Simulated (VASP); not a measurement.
Input of a VASP 6.6.1 run:

POSCAR

```
Bi
1.0
    3.4155850156      0.0000000000      0.0000000000
   -1.7077925078      2.9579833923      0.0000000000
    0.0000000000      0.0000000000      3.2818483141
Bi
1
Direct
    0.0000000000      0.0000000000      0.0000000000
```

The input INCAR.step1:

```
SYSTEM = Bi
ALGO = Normal ; EDIFF = 1E-4
ENCUT = 520 ; GGA = PE
ISMEAR = 0 ; LASPH = .True.
LCHARG = .False. ; LREAL = .False.
LWAVE = .True. ; NBANDS = 14
NELM = 100 ; PREC = Accurate
SIGMA = 0.1
```

The input INCAR.step2:

```
SYSTEM = Bi
ALGO = Normal ; EDIFF = 1E-7
ENCUT = 520 ; ISIF = 2
ISMEAR = 0 ; ISTART = 1
LASPH = .True. ; LCHARG = .False.
LMIXTAU = .True. ; LREAL = .False.
LWAVE = .False. ; METAGGA = R2SCAN
NBANDS = 14 ; NELM = 100
PREC = Accurate ; SIGMA = 0.1
```

File KPOINTS:

```
k-points
0
Gamma
  18 18 16
  0 0 0
```

Potentials or basis: VASP PAW PBE potentials, release 64 (Bi_d).

Launch:

```bash
$ cat potpaw_PBE.64/Bi_d/POTCAR > POTCAR
$ cp INCAR.step1 INCAR
$ mpirun -np 1 vasp_std > vasp.out
$ cp INCAR.step2 INCAR
$ mpirun -np 1 vasp_std > vasp.out
```

Task: Predict the pressure.

Result: -0.1 GPa.

Task: Estimate the band gap on the k mesh.

Result: None (metal or under the smearing width).

Caveat: the PAW data sets were made with another functional, which shifts forces and pressure a little; spin-orbit coupling is left out, which moves the levels of the heavy elements.
